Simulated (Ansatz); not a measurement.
**SrCl2, relaxed from a CdCl2-type start to space group Fm-3m (read at 0.02 Å)**

Level of theory: DFT, PBEsol, scalar-relativistic, no spin polarisation; plane waves to 420 eV with PAW datasets (Ansatz 0.2.0), 8×8×8 k-mesh, Gaussian smearing of 0.05 eV; PAW files: Ansatz's generated set soft_2.

```
Sr Cl
1.0
     2.44170    1.40972    3.99013
    -2.44170    1.40972    3.99013
     0.00000   -2.81943    3.99013
Sr Cl
1 2
Direct
  0.00000 0.00000 0.00000
  0.24994 0.24994 0.24994
  0.75006 0.75006 0.75006
```

The start was a prototype's sites filled with these elements; the Crystallography Open Database holds the compound in this structure.

Path: Γ–T–H2 | H0–L–Γ–S0 | S2–F–Γ, with Γ = (0.000, 0.000, 0.000), T = (0.500, 0.500, 0.500), H2 = (0.750, 0.250, 0.500), H0 = (0.500, -0.250, 0.250), L = (0.500, 0.000, 0.000), S0 = (0.375, -0.375, 0.000), S2 = (0.625, 0.000, 0.375), F = (0.500, 0.000, 0.500) in reciprocal vectors of the calculation's cell.

Levels between -4 and 4 eV from the Fermi level at the path's named points:
```tsv
point	below E_F (eV)	above E_F (eV)
Γ	-2.98 -2.98 -2.98	2.63 3.33 3.33
T and L	-3.73 -3.73	
H2 and H0	-3.91 -3.91 -2.96 -2.74	3.49
S0 and S2	-3.39 -3.19 -2.75	3.19
F	-3.06 -3.06 -2.63	2.71
```

(1) By these bands, is it a metal or an insulator, and if it has a gap, where are the band edges on this path?

Answer:

(1) An insulator with a gap of 5.25 eV on the path, the valence band topping at F and the conduction band bottoming at Γ; the smallest direct gap is 5.34 eV.

Formal charges Sr²⁺, Cl⁻ balance and leave closed shells on every ion, so a band insulator is expected, and the gap is 5.25 eV.

Semilocal functionals underestimate band gaps, commonly by a third or more.
